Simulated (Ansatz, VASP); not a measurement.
# Cross-check of InSb between VASP and Ansatz

Aim: how closely do two programs agree when they are given the same cell, functional and k mesh? The cell is taken from a series of VASP runs on this material, whose earlier steps may have relaxed, scaled or displaced it; both programs get it as it stands.

Method: plane waves, with VASP 6.6.1 beside it; band structure at HSE06, in Ansatz 0.2.0.

### 1. The structure

The structure is cubic, space group F-43m (No. 216). The conventional cell has a = 6.478 Å, b = 6.478 Å, c = 6.478 Å, α = 90.00°, β = 90.00°, γ = 90.00°. Sb has 4 In at 2.81 Å nearest. Nearest to In lie 4 Sb at 2.81 Å. Farther neighbours are not listed.

Structure file:

```cif
data_structure
_symmetry_space_group_name_H-M 'F-43m'
_symmetry_Int_Tables_number 216
_cell_length_a 6.4782
_cell_length_b 6.4782
_cell_length_c 6.4782
_cell_angle_alpha 90.000
_cell_angle_beta 90.000
_cell_angle_gamma 90.000
_cell_volume 271.87
loop_
_atom_site_label
_atom_site_type_symbol
_atom_site_symmetry_multiplicity
_atom_site_Wyckoff_symbol
_atom_site_fract_x
_atom_site_fract_y
_atom_site_fract_z
_atom_site_occupancy
Sb1 Sb 4 c 0.25000 0.25000 0.25000 1
In1 In 4 a 0.00000 0.00000 0.00000 1
```

### 2. VASP: band structure, HSE06

The same path points are solved in both programs, so levels can be compared one by one.

Lines of VASP's logs that name or quote its potential files are left out, and so is its time.

The run reads the wave functions of an earlier VASP run, which isn't shown here.

File INCAR:

```
SYSTEM = InSb
PREC = Accurate
ENCUT = 350
EDIFF = 1E-06
NELM = 100
ISMEAR = 0
SIGMA = 0.03
LREAL = .FALSE.
ALGO = Normal
LHFCALC = .TRUE.
AEXX = 0.25
GGA = PE
HFSCREEN = 0.2
LASPH = .TRUE.
NBANDS = 15
PRECFOCK = Fast
LORBIT = 11
LWAVE = .FALSE.
LCHARG = .FALSE.
KPAR = 4
```

File POSCAR:

```
InSb
1.0
    0.0000000000      3.2391000000      3.2391000000
    3.2391000000      0.0000000000      3.2391000000
    3.2391000000      3.2391000000      0.0000000000
Sb In
1 1
Direct
    0.7500000000      0.7500000000      0.7500000000
    0.0000000000      0.0000000000      0.0000000000
```

File KPOINTS:

```
Automatic mesh
0
Gamma
4 4 4
0 0 0
```

File KPOINTS_OPT:

```
Line mode
10
Line-mode
Reciprocal
  0.00000000   0.00000000   0.00000000 GAMMA
  0.50000000   0.00000000   0.50000000 X

  0.50000000   0.00000000   0.50000000 X
  0.50000000   0.25000000   0.75000000 W

  0.50000000   0.25000000   0.75000000 W
  0.37500000   0.37500000   0.75000000 K

  0.37500000   0.37500000   0.75000000 K
  0.00000000   0.00000000   0.00000000 GAMMA

  0.00000000   0.00000000   0.00000000 GAMMA
  0.50000000   0.50000000   0.50000000 L

  0.50000000   0.50000000   0.50000000 L
  0.62500000   0.25000000   0.62500000 U

  0.62500000   0.25000000   0.62500000 U
  0.50000000   0.25000000   0.75000000 W

  0.50000000   0.25000000   0.75000000 W
  0.50000000   0.50000000   0.50000000 L

  0.50000000   0.50000000   0.50000000 L
  0.37500000   0.37500000   0.75000000 K

  0.62500000   0.25000000   0.62500000 U
  0.50000000   0.00000000   0.50000000 X
```

Potentials, in the order of the species: Sb and In_d (PBE family, release 64).

On the command line:

```console
> mpirun -np 4 vasp_std
```

Numbers of over 12 decimals in the logs are rounded to 6 here.

The log of the run:

```text
[banner, memory and clock lines left out]
running    4 mpi-ranks, on    1 nodes
 distrk:  each k-point on    1 cores,    4 groups
 distr:  one band on    1 cores,    1 groups

 POSCAR found type information on POSCAR SbIn
 POSCAR found :  2 types and       2 ions
 LDA part: xc-table for (Slater+PW92), standard interpolation
 found WAVECAR, reading the header
 POSCAR, INCAR and KPOINTS ok, starting setup
 FFT: planning ... GRIDC
 FFT: planning ... GRID_SOFT
 FFT: planning ... GRID
 reading WAVECAR
 the WAVECAR file was read successfully
 initial charge from wavefunction
 entering main loop
       N       E                     dE             d eps       ncg     rms          rms(c)
DAV:   1    -0.834712271028E+01   -0.83471E+01   -0.27259E+00   296   0.181E+01    0.186E+01
DAV:   2    -0.836551732869E+01   -0.18395E-01   -0.87225E-02   322   0.287E+00    0.127E+01
DAV:   3    -0.836196491724E+01    0.35524E-02   -0.94895E-03   356   0.137E+00    0.797E+00
DAV:   4    -0.836074808888E+01    0.12168E-02   -0.10205E-03   335   0.438E-01    0.479E+00
DAV:   5    -0.836041273545E+01    0.33535E-03   -0.30359E-04   298   0.186E-01    0.287E+00
DAV:   6    -0.836033164793E+01    0.81088E-04   -0.77222E-05   304   0.905E-02    0.171E+00
DAV:   7    -0.836030965271E+01    0.21995E-04   -0.15797E-05   275   0.450E-02    0.102E+00
DAV:   8    -0.836030664617E+01    0.30065E-05   -0.51067E-06   289   0.231E-02    0.603E-01
DAV:   9    -0.836030827200E+01   -0.16258E-05   -0.18727E-06   289   0.123E-02    0.356E-01
DAV:  10    -0.836031090156E+01   -0.26296E-05   -0.67342E-07   225   0.683E-03    0.211E-01
DAV:  11    -0.836031188261E+01   -0.98105E-06   -0.41959E-07   204   0.491E-03
   1 F= -.83603119E+01 E0= -.83603119E+01  d E =-.237095E-24
 Start KPOINTS_OPT (optional k-point list driver)
k-point batch [1-8\100]
       N       E                     dE             ncg
DAV:   1     0.176513984612E+03   -0.14712E+04      247
DAV:   2    -0.816412173095E+03   -0.99293E+03      247
DAV:   3    -0.885895191278E+03   -0.69483E+02      317
DAV:   4    -0.888379249328E+03   -0.24841E+01      289
DAV:   5    -0.888486749646E+03   -0.10750E+00      387
DAV:   6    -0.888489185062E+03   -0.24354E-02      332
DAV:   7    -0.888489237268E+03   -0.52206E-04      380
DAV:   8    -0.888489238120E+03   -0.85273E-06      276
[...]
k-point batch [97-100\100]
       N       E                     dE             ncg
DAV:   1     0.182065106837E+04   -0.17535E+04      120
DAV:   2     0.135114251044E+04   -0.46951E+03      120
DAV:   3     0.131892660103E+04   -0.32216E+02      148
DAV:   4     0.131800347145E+04   -0.92313E+00      178
DAV:   5     0.131797421488E+04   -0.29257E-01      185
DAV:   6     0.131797366832E+04   -0.54656E-03      192
DAV:   7     0.131797365011E+04   -0.18211E-04      192
DAV:   8     0.131797364989E+04   -0.22355E-06      144
```

From OUTCAR (step 2):

```text
ion  position               nearest neighbor table
   1  0.750  0.750  0.750-   2 2.81   2 2.81   2 2.81   2 2.81
   2  0.000  0.000  0.000-   1 2.81   1 2.81   1 2.81   1 2.81

  LATTYP: Found a face centered cubic cell.
 ALAT       =     6.4782000000

 Subroutine GETGRP returns: Found 24 space group operations
 (whereof 24 operations were pure point group operations)

The static configuration has the point symmetry T_d .

 Found      8 irreducible k-points:

   k-points           NKPTS =      8   k-points in BZ     NKDIM =     64   number of bands    NBANDS=     15

   dimension x,y,z NGX =    28 NGY =   28 NGZ =   28
   dimension x,y,z NGXF=    56 NGYF=   56 NGZF=   56

   ENCUT  =  350.0 eV  25.72 Ry    5.07 a.u.   6.99  6.99  6.99*2*pi/ulx,y,z

   NELECT =      18.0000    total number of electrons

 k-points in reciprocal lattice and weights: Automatic mesh
   0.00000000  0.00000000  0.00000000       0.016
   0.25000000  0.00000000  0.00000000       0.125
   0.50000000  0.00000000  0.00000000       0.062
   0.25000000  0.25000000  0.00000000       0.094
   0.50000000  0.25000000  0.00000000       0.375
  -0.25000000  0.25000000  0.00000000       0.188
   0.50000000  0.50000000  0.00000000       0.047
  -0.25000000  0.50000000  0.25000000       0.094

  exchange ACFDT corr.  =         0.00000000  see jH, gK, PRB 81, 115126

 average (electrostatic) potential at core
       1 -83.2652       2 -90.0850

 E-fermi :   4.9241

 k-point     1 :       0.0000    0.0000    0.0000
  band No.  band energies     occupation
    ...
      5     -11.5887      2.00000
      6      -7.0065      2.00000
      7       4.7129      2.00000
      8       4.7129      2.00000
      9       4.7129      2.00000
     10       5.2942      0.00000
     11       8.3758      0.00000
     12       8.3758      0.00000
     13       8.3759      0.00000
     14      11.3301      0.00000
    ...

 k-point     2 :       0.2500    0.0000    0.0000
  band No.  band energies     occupation
    ...
      5     -11.5890      2.00000
      6      -6.4101      2.00000
      7       0.9160      2.00000
      8       4.0788      2.00000
      9       4.0788      2.00000
     10       6.2707      0.00000
     11       9.1569      0.00000
     12       9.1569      0.00000
     13      10.2872      0.00000
     14      12.4672      0.00000
    ...

 k-point     3 :       0.5000    0.0000    0.0000
  band No.  band energies     occupation
    ...
      5     -11.5876      2.00000
      6      -5.4838      2.00000
      7      -1.3662      2.00000
      8       3.6281      2.00000
      9       3.6281      2.00000
     10       5.9200      0.00000
     11       9.2573      0.00000
     12       9.2573      0.00000
     13      11.6281      0.00000
     14      14.0453      0.00000
    ...

  energy-cutoff  :      350.00
  volume of cell :       67.97
      direct lattice vectors                 reciprocal lattice vectors
     0.000000000  3.239100000  3.239100000    -0.154363867  0.154363867  0.154363867
     3.239100000  0.000000000  3.239100000     0.154363867 -0.154363867  0.154363867
     3.239100000  3.239100000  0.000000000     0.154363867  0.154363867 -0.154363867

 POSITION                                       TOTAL-FORCE (eV/Angst)
 -----------------------------------------------------------------------------------
      4.85865      4.85865      4.85865         0.000000      0.000000      0.000000
      0.00000      0.00000      0.00000        -0.000000     -0.000000     -0.000000
 -----------------------------------------------------------------------------------
    total drift:                                0.000058      0.000057      0.000036

  FREE ENERGIE OF THE ION-ELECTRON SYSTEM (eV)
  ---------------------------------------------------
  free  energy   TOTEN  =        -8.3603118826 eV

  energy  without entropy=       -8.3603118826  energy(sigma->0) =       -8.36031188

 total charge
# of ion       s       p       d       tot
------------------------------------------
    1        1.132   1.573   0.021   2.726
    2        0.864   0.739   9.880  11.483
--------------------------------------------------
tot          1.996   2.312   9.901  14.209

[... 3 further parts left out ...]
```

(Part 1 of 2 ends here.)

[Lines on the potential files, build, host, timing and source positions are cut from VASP's logs without a mark.]

[Logs are printed without paths, hosts, clocks, repeated set-up lines and the standing remarks that a program may print on its own settings, such as how far it seeks lower states.]

[Hosts, paths, dates, database ids (printed as entryN), source tags and the programs' standing remarks are cut or masked in the printed files.]
